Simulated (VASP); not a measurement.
# C in VASP: work function with PBEsol

Aim: the work function of C with PBEsol.

Everything below comes from runs of VASP 6.6.1. Logs are shortened: lines on timing, memory, paths and dates and some standing lists are left out, and cuts for length are marked.

## 1. The slab as given

The cell holds a slab with vacuum, 8 atoms: a = 2.522 Å, b = 4.368 Å, c = 19.783 Å, α = 90.00°, β = 90.00°, γ = 125.26°.

The slab is cut from a database's or a generator's crystal, which needn't be the stable form of the element.

## 2. Work function, PBEsol

INCAR reads:

```
SYSTEM = C
PREC = Accurate
ENCUT = 520
EDIFF = 1E-7
ISMEAR = 0
SIGMA = 0.05
LREAL = .FALSE.
LASPH = .TRUE.
NELM = 80
ALGO = Fast
ISIF = 2
LWAVE = .FALSE.
LCHARG = .TRUE.
LDIPOL = .TRUE.
IDIPOL = 3
DIPOL = 0.5 0.5 0.500
GGA = PS
LVHAR = .TRUE.
LVACPOTAV = .TRUE.
KPAR = 8
```

KPOINTS reads:

```
regular mesh
0
G
  12 12 1
  0 0 0
```

POSCAR reads:

```
C                                       
1.0
    2.5220660410      0.0000000000      0.0000000000
   -2.5220660410      3.5667400000      0.0000000000
    0.0000000000      0.0000000000     19.7830990610
  C             
     8
Direct
     0.9692815206151433    0.4692815206151431    0.4138833281499490
     0.2807184793848568    0.2807184793848568    0.4138833281499490
     0.9879381210391452    0.9879381210391452    0.4649926662110305
     0.2620618789608548    0.7620618789608548    0.4649926662110305
     0.9879381210391452    0.4879381210391452    0.5350073337889697
     0.2620618789608548    0.2620618789608548    0.5350073337889697
     0.9692815206151433    0.9692815206151433    0.5861166718500512
     0.2807184793848569    0.7807184793848568    0.5861166718500512
```

Potentials or basis: VASP PAW PBE potentials, release 64 (C).

On the command line:

```
$ cat potpaw_PBE.64/C/POTCAR > POTCAR
$ mpirun -np 8 vasp_std > vasp.out
```

OUTCAR:

```text
SYSTEM = C
   PREC = Accurate
   ENCUT = 520
   EDIFF = 1E-7
   ISMEAR = 0
   LREAL = .FALSE.
   LASPH = .TRUE.
   NELM = 80
   ISIF = 2
   GGA = PS

 ion  position               nearest neighbor table
   1  0.969  0.469  0.414-   2 1.43   2 1.43   4 1.45
   2  0.281  0.281  0.414-   1 1.43   1 1.43   3 1.45
   3  0.988  0.988  0.465-   2 1.45   4 1.50   4 1.50   6 1.70
   4  0.262  0.762  0.465-   1 1.45   3 1.50   3 1.50   5 1.70
   5  0.988  0.488  0.535-   8 1.45   6 1.50   6 1.50   4 1.70
   6  0.262  0.262  0.535-   7 1.45   5 1.50   5 1.50   3 1.70
   7  0.969  0.969  0.586-   8 1.43   8 1.43   6 1.45
   8  0.281  0.781  0.586-   7 1.43   7 1.43   5 1.45

  LATTYP: Found a simple orthorhombic cell.
 ALAT       =     2.5220660410
 B/A-ratio  =     1.4142135622
 C/A-ratio  =     7.8440051685

  Lattice vectors:

 A1 = (   2.5220660410,   0.0000000000,   0.0000000000)
 A2 = (   0.0000000000,   3.5667400000,   0.0000000000)
 A3 = (   0.0000000000,   0.0000000000,  19.7830990610)

Analysis of symmetry for initial positions (statically):
=====================================================================
 Subroutine PRICEL returns:
 Original cell was already a primitive cell.

 Routine SETGRP: Setting up the symmetry group for a
 simple orthorhombic supercell.

 Subroutine GETGRP returns: Found  8 space group operations
 (whereof  2 operations were pure point group operations)
 out of a pool of  8 trial point group operations.

The static configuration has the point symmetry C_1h.
 The point group associated with its full space group is D_2h.

Analysis of symmetry for dynamics (positions and initial velocities):
=====================================================================
 Subroutine PRICEL returns:
 Original cell was already a primitive cell.

 Routine SETGRP: Setting up the symmetry group for a
 simple orthorhombic supercell.

 Subroutine GETGRP returns: Found  8 space group operations
 (whereof  2 operations were pure point group operations)
 out of a pool of  8 trial point group operations.

The dynamic configuration has the point symmetry C_1h.
 The point group associated with its full space group is D_2h.

 Subroutine INISYM returns: Found  8 space group operations
 (whereof  2 operations are pure point group operations),
 and found     1 'primitive' translations

----------------------------------------------------------------------------------------

                                     Primitive cell

  volume of cell :     177.9599

  direct lattice vectors                    reciprocal lattice vectors
     2.522066041  0.000000000  0.000000000     0.396500323  0.280368067  0.000000000
    -2.522066041  3.566740000  0.000000000     0.000000000  0.280368067  0.000000000
     0.000000000  0.000000000 19.783099061     0.000000000  0.000000000  0.050548198

  length of vectors
     2.522066041  4.368346523 19.783099061     0.485611737  0.280368067  0.050548198

  position of ions in fractional coordinates (direct lattice)
     0.969281521  0.469281521  0.413883328
     0.280718479  0.280718479  0.413883328
     0.987938121  0.987938121  0.464992666
     0.262061879  0.762061879  0.464992666
     0.987938121  0.487938121  0.535007334
     0.262061879  0.262061879  0.535007334
     0.969281521  0.969281521  0.586116672
     0.280718479  0.780718479  0.586116672

  ion indices of the primitive-cell ions
   primitive index   ion index
                 1           1
                 2           2
                 3           3
                 4           4
                 5           5
                 6           6
                 7           7
                 8           8

----------------------------------------------------------------------------------------

 KPOINTS: regular mesh

Automatic generation of k-mesh.
 Grid dimensions read from file:
 generate k-points for:   12   12    1

 Generating k-lattice:

  Cartesian coordinates                     Fractional coordinates (reciprocal lattice)
     0.033041694  0.023364006  0.000000000     0.083333333  0.000000000  0.000000000
     0.000000000  0.023364006  0.000000000     0.000000000  0.083333333  0.000000000
     0.000000000  0.000000000  0.050548198     0.000000000  0.000000000  1.000000000

  Length of vectors
     0.040467645  0.023364006  0.050548198

  Shift w.r.t. Gamma in fractional coordinates (k-lattice)
     0.000000000  0.000000000  0.000000000

 Subroutine IBZKPT returns following result:
 ===========================================

 Found     49 irreducible k-points:

 Following reciprocal coordinates:
            Coordinates               Weight
  0.000000  0.000000  0.000000      1.000000
  0.083333  0.000000  0.000000      4.000000
  0.166667  0.000000  0.000000      4.000000
  0.250000  0.000000  0.000000      4.000000
  0.333333  0.000000  0.000000      4.000000
  0.416667  0.000000  0.000000      4.000000
[... 16 lines left out ...]
  0.250000  0.166667  0.000000      4.000000
  0.333333  0.166667  0.000000      2.000000
 [... further k-points ...]
   k-points           NKPTS =     49   k-points in BZ     NKDIM =     49   number of bands    NBANDS=     21
   number of dos      NEDOS =    301   number of ions     NIONS =      8
   total plane-waves  NPLWV =  96000
   dimension x,y,z NGX =    20 NGY =   32 NGZ =  150
   dimension x,y,z NGXF=    40 NGYF=   64 NGZF=  300
   ions per type =               8
   NGX,Y,Z   is equivalent  to a cutoff of  13.18, 12.18, 12.61 a.u.
   NGXF,Y,Z  is equivalent  to a cutoff of  26.37, 24.36, 25.21 a.u.
 SYSTEM =  C
   PREC   = accura    normal or accurate (medium, high low for compatibility)
   ISTART =      0    job   : 0-new  1-cont  2-samecut
   ICHARG =      2    charge: 1-file 2-atom 10-const
   ISPIN  =      1    spin polarized calculation?
   LNONCOLLINEAR =      F non collinear calculations
   LSORBIT =      F    spin-orbit coupling
   LASPH  =      T    aspherical Exc in radial PAW
   ENCUT  =  520.0 eV  38.22 Ry    6.18 a.u.   4.69  8.12 36.78*2*pi/ulx,y,z
   NELM   =     80;   NELMIN=  2; NELMDL= -5     # of ELM steps
   EDIFF  = 0.1E-06   stopping-criterion for ELM
   LREAL  =      F    real-space projection
   EDIFFG = 0.1E-05   stopping-criterion for IOM
   NSW    =      0    number of steps for IOM
   IBRION =     -1    ionic relax: 0-MD 1-quasi-New 2-CG
   NFREE  =      0    steps in history (QN), initial steepest desc. (CG)
   ISIF   =      2    stress and relaxation
   ISYM   =      2    0-nonsym 1-usesym 2-fastsym
   POTIM  = 0.5000    time-step for ionic-motion
   TEBEG  =    0.0;   TEEND  =   0.0 temperature during run
   PSTRESS=    0.0 pullay stress
   NELECT =      32.0000    total number of electrons
   NUPDOWN=      -1.0000    fix difference up-down
   EMIN   =  10.00;   EMAX   =-10.00  energy-range for DOS
   EFERMI =   0.00;   METHOD = LEGACY
   ISMEAR =     0;   SIGMA  =   0.05  broadening in eV -4-tet -1-fermi 0-gaus
   EFERMI_NEDOS =   21; number of points for ismear=-14 and -15
   IALGO  =     68    algorithm
   IMIX   =      4    mixing-type and parameters
     AMIX     =   0.40;   BMIX     =  1.00
     AMIX_MAG =   1.60;   BMIX_MAG =  1.00
  volume/ion in A,a.u.               =      22.24       150.12
  Fermi-wavevector in a.u.,A,eV,Ry     =   0.924026  1.746155 11.616975  0.853824
  Thomas-Fermi vector in A             =   2.049727
   LORBIT       =      0    0 simple, 1 ext, 2 COOP (PROOUT), +10 PAW based schemes
   GGA     = PS    functional components
   LHFCALC =     F    Hartree Fock is set to
   AEXX    =    0.0000 exact exchange contribution
   IVDW    =     0    specifies the selected vdW correction
   LEPSILON=     F    determine dielectric tensor
   LRPA    =     F    only Hartree local field effects (RPA)
 non-spin polarized calculation
 RMM-DIIS sequential band-by-band and
 Gauss-broadening in eV      SIGMA  =   0.05
  energy-cutoff  :      520.00
  volume of cell :      177.96
 maximum number of plane-waves:      4824
   NGX =  9   NGY = 17   NGZ = 73

 number of electron      32.0000001 magnetization

 dipolmoment           0.000000      0.000000     -0.000000 electrons x Angstroem

 Free energy of the ion-electron system (eV)
  ---------------------------------------------------
  ext. energy  EPLUGINS =         0.00000000
  ---------------------------------------------------
  free energy    TOTEN  =       -71.08093327 eV

  energy without entropy =      -71.07993958  energy(sigma->0) =      -71.08043642

 E-fermi :  -1.1847     XC(G=0):  -4.2552

 val. band max:       -1.2437697593   @ k =  -0.4167   0.2500   0.0000
 cond. band min:      -1.1625108796   @ k =   0.0833   0.0000   0.0000
 fundamental gap:      0.0812588797
 Fermi energy:        -1.1846843523

 k-point     1 :       0.0000    0.0000    0.0000
  band No.  band energies     occupation
      1     -23.0152      2.00000
      2     -20.6038      2.00000
      3     -15.9417      2.00000
      4     -14.8203      2.00000
      5     -14.2716      2.00000
      6     -12.1330      2.00000
[... 13 lines left out ...]
     20       4.6929      0.00000
     21       5.4791      0.00000

 k-point     2 :       0.0833    0.0000    0.0000
  band No.  band energies     occupation
      1     -22.8267      2.00000
      2     -20.4270      2.00000
      3     -15.8902      2.00000
      4     -15.6953      2.00000
      5     -13.2316      2.00000
      6     -12.3924      2.00000
[... 13 lines left out ...]
     20       4.7680      0.00000
     21       5.3341      0.00000
[... 487 lines left out ...]
      5     -11.9167      2.00000
      6     -11.8527      2.00000
[... 13 lines left out ...]
     20       5.3864      0.00000
     21       6.7987      0.00000

 k-point    24 :       0.3333    0.1667    0.0000
  band No.  band energies     occupation
      1     -18.8873      2.00000
      2     -18.8873      2.00000
      3     -16.7735      2.00000
      4     -16.7735      2.00000
      5     -12.9899      2.00000
      6     -12.9899      2.00000
[... 13 lines left out ...]
     20       5.4125      0.00000
     21       7.3196      0.00000

 [... further k-points ...]

------------------------ aborting loop because EDIFF is reached ----------------------------------------

  FORCE on cell =-STRESS in cart. coord.  units (eV):
  Direction    XX          YY          ZZ          XY          YZ          ZX
  --------------------------------------------------------------------------------------
  -------------------------------------------------------------------------------------
  Total       -2.0642882     15.9083881      0.0684964      0.0000000      0.0000000      0.0000000
  in kB      -18.5848337    143.2235810      0.6166749      0.0000000      0.0000000      0.0000000
  external PRESSURE =      41.7518074 kB  Pullay stress =       0.0000000 kB

 VOLUME and BASIS-vectors are now :
 -----------------------------------------------------------------------------
  energy-cutoff  :      520.00
  volume of cell :      177.96
      direct lattice vectors                 reciprocal lattice vectors
     2.522066041  0.000000000  0.000000000     0.396500323  0.280368067  0.000000000
    -2.522066041  3.566740000  0.000000000     0.000000000  0.280368067  0.000000000
     0.000000000  0.000000000 19.783099061     0.000000000  0.000000000  0.050548198

 POSITION                                       TOTAL-FORCE (eV/Angst)
 -----------------------------------------------------------------------------------
      1.26103      1.67381      8.18789         0.000000      0.000104     -0.013348
      0.00000      1.00125      8.18789        -0.000000     -0.000104     -0.013348
      0.00000      3.52372      9.19900        -0.000000     -0.007976     -0.008926
     -1.26103      2.71808      9.19900         0.000000      0.007976     -0.008926
      1.26103      1.74035     10.58410        -0.000000     -0.007976      0.008926
      0.00000      0.93471     10.58410         0.000000      0.007976      0.008926
      0.00000      3.45718     11.59520         0.000000      0.000104      0.013348
     -1.26103      2.78462     11.59520        -0.000000     -0.000104      0.013348
 -----------------------------------------------------------------------------------
    total drift:                               -0.000000     -0.000000     -0.000000

  FREE ENERGIE OF THE ION-ELECTRON SYSTEM (eV)
  ---------------------------------------------------
  free  energy   TOTEN  =       -71.0809332699 eV

  energy  without entropy=      -71.0799395785  energy(sigma->0) =      -71.08043642

 vacuum level on the upper side and lower side of the slab         3.864         3.864
```

Wall time 65 s (8 MPI ranks of Intel Xeon Platinum 8488C (Sapphire Rapids), shared host); peak memory 0.4 GiB.

What came out:

- Free energy: -71.0809 eV
- Largest force: 0.013 eV/Å
- Band gap on the k mesh: none (metal or under the smearing width)
- Work function of the upper face: 5.05 eV
- Work function of the lower face: 5.05 eV

Forces on the atoms (eV/Å):
```
C    0.000  0.000 -0.013
C    0.000  0.000 -0.013
C    0.000 -0.008 -0.009
C    0.000  0.008 -0.009
C    0.000 -0.008  0.009
C    0.000  0.008  0.009
C    0.000  0.000  0.013
C    0.000  0.000  0.013
```

Levels at points of the mesh, in eV from the Fermi level:
```csv
k point,band 14,band 15,band 16,band 17,band 18,band 19
"(0.00, 0.00, 0.00)",-2.96,-2.47,0.45,1.35,3.62,4.96
"(0.50, 0.00, 0.00)",-5.21,-0.85,-0.85,1.14,1.14,6.65
"(0.00, 0.50, 0.00)",-3.75,-1.02,-1.02,1.01,1.01,5.64
"(0.50, 0.50, 0.00)",-5.56,-1.55,-1.55,0.12,0.12,4.93
```

Caveat: the PAW data sets were made with another functional, which shifts forces and pressure a little.
